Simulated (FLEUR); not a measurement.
# Ga in FLEUR: single point with PBE

Aim: the single point of Ga with PBE.

Everything below comes from runs of FLEUR MaX-R8.1 (later development tree). Logs are shortened: lines on timing, memory, paths and dates and some standing lists are left out, and cuts for length are marked.

**1. The undisturbed crystal**

The cell holds a slab with vacuum, 6 atoms: a = 2.985 Å, b = 2.985 Å, c = 24.928 Å, α = 90.00°, β = 90.00°, γ = 83.39°.

**2. Single point, PBE (the (1 1 0) slab of Ga, cut from the database cell, not relaxed)**

Contents of inp.xml:

```xml
<?xml version="1.0" encoding="UTF-8" standalone="no"?>
<fleurInput fleurInputVersion="0.39">
   <comment>
      Ga                                                                                                  
   </comment>
   <calculationSetup>
      <cutoffs Kmax="4.1" Gmax="12.7" GmaxXC="12.7" numbands="0"/>
      <scfLoop itmax="90" minDistance="0.0001" maxIterBroyd="40" imix="Anderson" alpha="0.05" precondParam="0.0" spinf="2.0" sdNocoIR="T"/>
      <coreElectrons ctail="T" frcor="F" kcrel="0" coretail_lmax="0"/>
      <xcFunctional name="pbe" relativisticCorrections="F"/>
      <magnetism jspins="1"/>
      <soc l_soc="F" theta="0.0" phi="0.0" spav="F"/>
      <expertModes spex="0" secvar="F"/>
      <geometryOptimization l_f="T" forcealpha="1.0" forcemix="BFGS" epsdisp="0.0005" epsforce="0.0002"/>
      <ldaU l_linMix="F" mixParam="0.05" spinf="1.0"/>
   </calculationSetup>
   <cell>
      <bzIntegration valenceElectrons="126.0" mode="hist" fermiSmearingEnergy="0.00183747">
         <kPointListSelection listName="default-1"/>
         <!-- k-points included here -->
         <xi:include xmlns:xi="http://www.w3.org/2001/XInclude" href="kpts.xml"> </xi:include>
      </bzIntegration>
      <!-- symmetry operations included here -->
      <xi:include xmlns:xi="http://www.w3.org/2001/XInclude" href="sym.xml"> </xi:include>
      <filmLattice scale="1.0" dVac="24.34" dTilda="26.84">
         <bravaisMatrixFilm>
            <row-1>    5.6410375941273720     0.0000000000000000</row-1>
            <row-2>    0.6495160846189877     5.6035197863104953</row-2>
         </bravaisMatrixFilm>
         <vacuumEnergyParameters vacuum="1" spinUp="-.25" spinDown="-.25"/>
      </filmLattice>
   </cell>
   <atomSpecies>
      <species name="Gallium (Ga)" element="Ga" atomicNumber="31">
         <mtSphere radius="2.39" gridPoints="791" logIncrement="0.016"/>
         <atomicCutoffs lmax="10" lnonsphr="10"/>
         <electronConfig flipSpins="F">
            <coreConfig>(1s1/2) (2s1/2) (2p1/2) (2p3/2)</coreConfig>
            <valenceConfig>(3s1/2) (3p1/2) (3p3/2) (4s1/2) (3d3/2) (3d5/2) (4p1/2) (4p3/2)</valenceConfig>
            <stateOccupation state="(4p1/2)" spinUp="0.166667" spinDown="0.166667"/>
            <stateOccupation state="(4p3/2)" spinUp="0.333333" spinDown="0.333333"/>
         </electronConfig>
         <energyParameters s="4" p="4" d="3" f="4"/>
         <lo type="SCLO" l="0" n="3" eDeriv="0"/>
         <lo type="SCLO" l="1" n="3" eDeriv="0"/>
         <lo type="SCLO" l="1" n="3" eDeriv="1"/>
         <lo type="HELO" l="2" n="4" eDeriv="0"/>
         <lo type="HELO" l="2" n="4" eDeriv="1"/>
         <lo type="SCLO" l="3" n="4" eDeriv="2"/>
      </species>
   </atomSpecies>
   <atomGroups>
      <atomGroup species="Gallium (Ga)">
         <filmPos label="                   1">1.000/4.000 1.000/4.000 -9.3803918408</filmPos>
         <filmPos label="                   6">-1.000/4.000 -1.000/4.000 9.3803918879</filmPos>
         <force calculate="T" relaxXYZ="TTT"/>
      </atomGroup>
      <atomGroup species="Gallium (Ga)">
         <filmPos label="                   2">-1.000/4.000 -1.000/4.000 -5.6282350950</filmPos>
         <filmPos label="                   5">1.000/4.000 1.000/4.000 5.6282351421</filmPos>
         <force calculate="T" relaxXYZ="TTT"/>
      </atomGroup>
      <atomGroup species="Gallium (Ga)">
         <filmPos label="                   3">1.000/4.000 1.000/4.000 -1.8760783493</filmPos>
         <filmPos label="                   4">-1.000/4.000 -1.000/4.000 1.8760783964</filmPos>
         <force calculate="T" relaxXYZ="TTT"/>
      </atomGroup>
   </atomGroups>
   <output dos="F" band="F" slice="F">
      <checks vchk="F" cdinf="F"/>
      <bandDOS minEnergy="-.5*Htr" maxEnergy="0.5*Htr" sigma="0.015" storeEVData="T"/>
      <vacuumDOS vacdos="F" integ="F" star="F" nstars="0" locx1="0.0" locy1="0.0" locx2="0.0" locy2="0.0" nstm="0" tworkf="0.0"/>
      <unfoldingBand unfoldBand="F" supercellX="1" supercellY="1" supercellZ="1"/>
      <plotting iplot="0" polar="F">
         <plot TwoD="T" vec1="  1.0  0.0  0.0" vec2="  0.0  1.0  0.0" vec3="  0.0  0.0  1.0" zero="  0.0  0.0 -0.5" file="plot"/>
      </plotting>
      <chargeDensitySlicing numkpt="0" minEigenval="0.0" maxEigenval="0.0" nnne="0" pallst="F"/>
      <specialOutput eonly="F"/>
      <moessbauerParams electricFieldGradient="T" isomerShift="T" coreHyperfine="T" valenceHyperfine="T"/>
      <magneticCircularDichroism mcd="F" energyLo="-10.0" energyUp="0.0"/>
   </output>
  <!-- We include the file relax.xml here to enable relaxations (see documentation) -->
  <xi:include xmlns:xi="http://www.w3.org/2001/XInclude" href="relax.xml"> <xi:fallback/> </xi:include>
</fleurInput>
```

Contents of crystal.txt:

```
Ga
&input film=T /
2.9851085407  0.0000000000  0.0000000000
0.3437091101  2.9652549718  0.0000000000
0.0000000000  0.0000000000  24.9277792079
1.8897261246
1.0 1.0 1.0

6
31 0.5000000000  0.5000000000  -9.3803918408
31 0.0000000000  0.0000000000  -5.6282350950
31 0.5000000000  0.5000000000  -1.8760783493
31 0.0000000000  0.0000000000  1.8760783964
31 0.5000000000  0.5000000000  5.6282351421
31 0.0000000000  0.0000000000  9.3803918879

&kpt div1=9 div2=9 div3=1 gamma=T /
```

Potentials or basis: all-electron, FLAPW.

Started as:

```sh
$ inpgen -f crystal.txt -profile fastHighL
$ # inp.xml edited to the form shown
$ mpirun -n 4 fleur_MPI -pe_per_kpt 1
```

The log of the run:

```text
Welcome to FLEUR        (www.flapw.de)
      MaX-Release 8.1          (www.max-centre.eu)

 ========== k-point set info ==========
 Selected k-point list: default-1
 k-point list type: mesh
 9 x 9 x 1
 Number of k points: 25

 ------------Calculation Setup---------------------------
 Number of MPI-tasks      :            4
 Number of PE/node        :            4
 Number of OMP-threads    :            1
 Using exactly            1  PE per kpt
 Using exactly            1  PE per kpt
 Using exactly            1  PE per kpt
 k-points in parallel     :            4
 pe's per k-point         :            1
 No of k-point loops      :            6
 Using exactly            1  PE per kpt
 Info/Warning             : your k-point parallelism is not fully load-balanced
 Eigenvalue solver        :       lapack
 Number of basis functions:         1261
 Approximate size of matrices (H+S) per k-point:         0.024 GB
 --------------------------------------------------------
 Iteration:     1   Distance:       5.04053343 me/bohr^3
 Iteration:     2   Distance:       4.41370932 me/bohr^3
 Iteration:     3   Distance:       3.58399780 me/bohr^3
 Iteration:     4   Distance:       2.19311594 me/bohr^3
 Iteration:     5   Distance:       1.37194843 me/bohr^3
 Iteration:     6   Distance:       0.88311349 me/bohr^3
 Iteration:     7   Distance:       0.18788637 me/bohr^3
 Iteration:     8   Distance:       0.15191336 me/bohr^3
 Iteration:     9   Distance:       0.05854612 me/bohr^3
 Iteration:    10   Distance:       0.02623630 me/bohr^3
 Iteration:    11   Distance:       0.01285217 me/bohr^3
 Iteration:    12   Distance:       0.00276668 me/bohr^3
 Iteration:    13   Distance:       0.00249192 me/bohr^3
 Iteration:    14   Distance:       0.00086974 me/bohr^3
 Iteration:    15   Distance:       0.00033365 me/bohr^3
 Iteration:    16   Distance:       0.00035950 me/bohr^3
 Iteration:    17   Distance:       0.00003423 me/bohr^3

 Reset of history

 ********************************************************************
 Run finished successfully
 Stop message:
   Structural relaxation: new displacements generated
 ********************************************************************
```

It took 3.3 min on 4 MPI ranks of Arm Neoverse V1, shared host.

What came out:

```
Free energy                                           : -317411.5901 eV
Largest force                                         : 0.273 eV/Å
Band gap on the k mesh                                : none (metal or under the smearing width)
Valence electrons inside the program's atomic spheres : Ga 19.51, 19.60, 19.59 (radii Ga 2.39 bohr)
Work function of the upper face                       : 4.21 eV
Work function of the lower face                       : 4.21 eV
```

Forces on the atoms (eV/Å):
```
Ga   0.000  0.000 -0.273
Ga   0.000  0.000  0.050
Ga   0.000  0.000 -0.005
Ga   0.000  0.000  0.005
Ga   0.000  0.000 -0.050
Ga   0.000  0.000  0.273
```

Core levels (eV from the Fermi level):
```csv
atom,levels
1 Ga,"1s1/2 -10223.0, 2s1/2 -1257.6, 2p1/2 -1112.8, 2p3/2 -1085.1"
2 Ga,"1s1/2 -10223.1, 2s1/2 -1257.7, 2p1/2 -1112.9, 2p3/2 -1085.2"
3 Ga,"1s1/2 -10223.1, 2s1/2 -1257.7, 2p1/2 -1112.8, 2p3/2 -1085.2"
4 Ga,"1s1/2 -10223.1, 2s1/2 -1257.7, 2p1/2 -1112.8, 2p3/2 -1085.2"
5 Ga,"1s1/2 -10223.1, 2s1/2 -1257.7, 2p1/2 -1112.9, 2p3/2 -1085.2"
6 Ga,"1s1/2 -10223.0, 2s1/2 -1257.6, 2p1/2 -1112.8, 2p3/2 -1085.1"
```
